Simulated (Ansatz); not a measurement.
What strain does to CuI (P4/nmm)

CuI (P4/nmm) from a database of computed structures, relaxed with r2SCAN+rVV10 in Ansatz 0.2.0. It is tetragonal, P4/nmm (No. 129); conventional cell a = 4.055 Å, c = 6.346 Å, 26.09 Å³ an atom. Around Cu lie 4 I at 2.64 Å; around I lie 4 Cu at 2.64 Å.

The axes x, y and z are those of this cell:
```yaml
crystal:
  lattice:
    - [4.05511, 0.00000, 0.00000]
    - [0.00000, 4.05511, 0.00000]
    - [0.00000, 0.00000, 6.34568]
  atoms:
    - { symbol: Cu, position: [0.50000, 0.50000, 0.00000] }
    - { symbol: Cu, position: [0.00000, 0.00000, 0.00000] }
    - { symbol: I, position: [0.50000, 0.00000, 0.26671] }
    - { symbol: I, position: [0.00000, 0.50000, 0.73329] }
```

Unstrained: The PBE gap is direct at Γ: 1.583 eV. With r2SCAN the gap is 2.076 eV and direct, at Γ. With HSE06 the gap is 2.917 eV and direct, at Γ. Meshes: PBE 6×6×4, r2SCAN 6×6×4, HSE06 4×4×4. Strains are changes of length per length. After each strain the atoms were relaxed again with r2SCAN+rVV10 within the symmetry that the strain leaves, so tilts or polar shifts that break it weren't tested; points keep the names that they have in the unstrained zone. Calculated for a static, non-magnetic cell.

Changes of the least gap in eV (an overlap counts as a negative gap):
```csv
strain,volume change (%),space group,PBE,r2SCAN,HSE06
"epitaxial -3.68 % in the xy plane, free normal strain +4.23 %",-3.3,P4/nmm,-0.006,+0.001,-0.049
isotropic -4.18 % on every length,-12.0,P4/nmm,-0.010,+0.028,-0.067
uniaxial -2.83 % along y,-2.8,Pmmn,-0.051,-0.043,-0.080
uniaxial +1.24 % along x,+1.2,Pmmn,-0.015,-0.019,-0.013
```

Epitaxial -3.68 % in the xy plane, free normal strain +4.23 %. HSE06: the gap goes from 2.917 to 2.868 eV (-0.049 eV). Stress change with PBE, compression positive: xx +2.20, yy +2.20, zz +0.19 GPa.

Isotropic -4.18 % on every length. HSE06: the gap goes from 2.917 to 2.850 eV (-0.067 eV). Stress change with PBE, compression positive: xx +5.08, yy +5.08, zz +4.13 GPa. For HSE06, dE_g/d ln V = 0.5 eV over this step.

Uniaxial -2.83 % along y, other directions held. HSE06: the gap goes from 2.917 to 2.837 eV (-0.080 eV). Stress change with PBE, compression positive: xx +0.23, yy +1.86, zz +0.53 GPa.

Uniaxial +1.24 % along x, other directions held. HSE06: the gap goes from 2.917 to 2.904 eV (-0.013 eV). Stress change with PBE, compression positive: xx -0.74, yy -0.07, zz -0.21 GPa.

No spin-orbit coupling is included; it can move band edges with weight on the heavy atoms by tenths of an eV.

The meshes of the hybrids are coarse, so their gaps aren't converged to the digits shown.
